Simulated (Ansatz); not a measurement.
# Worked example: self-consistent single point of CsPbI3 (P4mm, 5 atoms in the cell) in Ansatz

Level of theory: PBE (plane waves, PAW; Ansatz, a quantum-chemistry and plane-wave program).

This input was run:

Ansatz 0.2 input:
```yaml
# CsPbI3
crystal:
  lattice:
    - [6.25855000, 0.00000000, 0.00000000]
    - [0.00000000, 6.25855000, 0.00000000]
    - [0.00000000, 0.00000000, 6.25855000]
  atoms:
    - { symbol: Cs, position: [0.00000000, 0.00000000, 0.00798900] }
    - { symbol: Pb, position: [0.50000000, 0.50000000, 0.50000000] }
    - { symbol: I, position: [0.50000000, 0.00000000, 0.50000000] }
    - { symbol: I, position: [0.00000000, 0.50000000, 0.50000000] }
    - { symbol: I, position: [0.50000000, 0.50000000, 0.00000000] }
basis:
  ecutwfc: 420.0
kpoints:
  mp_grid: { grid: [4, 4, 4] }
hamiltonian:
  xc: pbe
  pseudopotentials: { kind: paw }
scf:
  occupations: { method: fermi_dirac, width: 0.01 }
output:
  forces: true
  eigenvalues: true
  stress: true
```

Output (repeated stretches shortened):

```
WARN ansatz: RAYON_NUM_THREADS=1 ignored (pool sized by the plan → 1); use --threads N
Pseudopotentials: kind: paw
Pseudopotential: Cs, paw, valence charge 9
Pseudopotential: Pb, paw, valence charge 14
Pseudopotential: I, paw, valence charge 17
Crystal: 5 atoms, lattice volume = 245.144 Å³
Basis set: ecut = 420 eV, 4801 PW (Γ), exchange–correlation on 90×90×90 points (8 copies of the dense FFT grid, shifted against one another)
Bands: 45, of which v1, the nominal top of the filled ones, is band 37 counted from 1 (36 counted from 0)
Symmetry: 8 space group operations
Space group: P4mm (ITA 99), of the structure as read, at distance tolerance 6.3e-5 Å
k-points: 18 of 64 (time reversal used)
Initial density: superposition of atomic densities (neutral atoms: chi_scale 0, normalization atom), corrected by the library's trained network
Initial wavefunctions: pseudopotential atomic-orbital guess
Eigensolver: davidson
Functional: x = pbe(κ = 0.804, μ = 0.2195149727645171), c = pbe(β = 0.06672455060314922)
SCF iter   1: F=—  HF=-40120.896206 eV  |F-HF|=—  |Δ(HF+E_count)|=         —  Δρ=5.98e-4  dr2=8.01e-4  ethr=1.77e-3  ⟨swp⟩=10.3  Hψ=3983  notcnv=0
all-band conjugate gradients solve this SCF's bands
preconditioner: auto → Resta (q_TF=auto, 2.235 Å⁻¹)
SCF iter   2: F=—  HF=-40120.895726 eV  |F-HF|=—  |Δ(HF+E_count)|=   4.80e-4  Δρ=4.25e-4  dr2=2.93e-4  ethr=1.08e-6  ⟨swp⟩=3.7  Hψ=2138  notcnv=0  defer=40
SCF iter   3: F=—  HF=-40120.895852 eV  |F-HF|=—  |Δ(HF+E_count)|=   1.26e-4  Δρ=2.31e-4  dr2=8.43e-5  ethr=3.96e-7  ⟨swp⟩=2.0  Hψ=1540  notcnv=0  defer=40
SCF iter   4: F=—  HF=-40120.895982 eV  |F-HF|=—  |Δ(HF+E_count)|=   1.29e-4  Δρ=4.76e-5  dr2=4.13e-6  ethr=1.14e-7  ⟨swp⟩=2.0  Hψ=1540  notcnv=0  defer=40
SCF iter   5: F=—  HF=-40120.895985 eV  |F-HF|=—  |Δ(HF+E_count)|=   3.88e-6  Δρ=2.24e-5  dr2=8.83e-7  ethr=5.58e-9  ⟨swp⟩=3.0  Hψ=1431  notcnv=0  defer=40
SCF iter   6: F=-40120.895986 eV  HF=-40120.895986 eV  |F-HF|=5.70e-9  |Δ(HF+E_count)|=   5.77e-7  Δρ=2.78e-6  dr2=1.96e-8  ethr=1.35e-10  ⟨swp⟩=10.8  Hψ=4368  notcnv=0
SCF 1 converged in 6 iterations: F = -40120.895986 eV  dr2 = 1.96e-8
SCF converged after 6 iterations
Free energy (F): -40120.895986 eV
Harris-Foulkes:  -40120.895986 eV  (|F-HF|=5.70e-9)
Internal energy: -40120.895986 eV  (E = F + TS)
E sigma→0 (E₀):  -40120.895986 eV
Fermi energy:    5.125412 eV
--- Per-component energies (eV) ---
  E_band       = -1381.159071
  E_kinetic    = 995.897947
  E_local      = -9011.570829  (includes V_loc(G=0)·N_el)
  E_nonlocal   = 108.446314
  E_hartree    = 4386.801171
  E_xc         = -779.878597
  E_vxc        = -645.124590  (∫ρ·V_xc dr)
  E_paw        = -29919.466941  (= ΣΔE_a)
  E_vpaw       = -1602.423089  (= ΣTr[D̂ρ^β])
  E_aug_tail   = -0.000027  (compensation charges beyond the density's cutoff)
  E_ewald      = -5901.125024
  E_smearing   = -0.000000  (= −TS)
  E_closure    = 0.000000  (closes the sum)
  Σ components = -40120.895986   (vs F -40120.895986, Δ=0.00e0)
--- Forces (eV/Å), atoms counted from 1 ---
  atom   1  Cs    -0.00000000     0.00000000    -0.00313580
  atom   2  Pb    -0.00000000     0.00000000     0.00320082
  atom   3  I      0.00000000     0.00000000    -0.00142741
  atom   4  I      0.00000000     0.00000000    -0.00142741
  atom   5  I      0.00000000     0.00000000     0.00277680
  max |Σ_I F_I| component: 1.30e-5 eV/Å
--- Stress (GPa, compression-positive) ---
        1.236581       0.000000      -0.000000
        0.000000       1.236581       0.000000
       -0.000000       0.000000       1.237261
  P = ⅓ Tr σ = 1.2368 GPa (12.368 kbar)
  The stress holds the Pulay correction. Without it, at fixed plane waves, as pw.x and ABINIT print it: P = 1.2259 GPa
--- Band table (eV; the first three rows and the last of 18) ---
  k-point 0: bands = ["-39.8567", "-39.8566", "-39.8562", "-39.8202", "-39.8200", "-39.8200", "-39.8197", "-39.8194", "-39.8194", "-39.7260", "-39.7260", "-39.7255", "-39.7254", "-39.7253", "-39.7248", "-17.0832", "-12.3602", "-12.3602", "-12.2881", [...]
  k-point 1: bands = ["-39.8567", "-39.8566", "-39.8561", "-39.8202", "-39.8200", "-39.8200", "-39.8197", "-39.8194", "-39.8194", "-39.7260", "-39.7260", "-39.7255", "-39.7254", "-39.7253", "-39.7248", "-17.0830", "-12.3602", "-12.3531", "-12.2884", [...]
  k-point 2: bands = ["-39.8567", "-39.8566", "-39.8561", "-39.8202", "-39.8199", "-39.8199", "-39.8197", "-39.8195", "-39.8195", "-39.7260", "-39.7260", "-39.7255", "-39.7254", "-39.7253", "-39.7248", "-17.0829", "-12.3602", "-12.3459", "-12.2887", [...]
  k-point 17: bands = ["-39.8566", "-39.8566", "-39.8561", "-39.8200", "-39.8200", "-39.8200", "-39.8199", "-39.8195", "-39.8195", "-39.7260", "-39.7259", "-39.7255", "-39.7253", "-39.7253", "-39.7248", "-17.0823", "-12.3384", "-12.3383", [...]
```

The run converged in 6 iterations.

The starting cell has typed, rounded lattice constants, without a prior relaxation at this level. Its lattice was rescaled by up to half a per cent. One atom was moved a little off its site on purpose. Spin-orbit coupling is off. Ansatz's pressure includes its estimate of the finite-basis (Pulay) stress. Another mesh or the band path of this cell gives a smaller gap, so this value is not converged in the mesh.
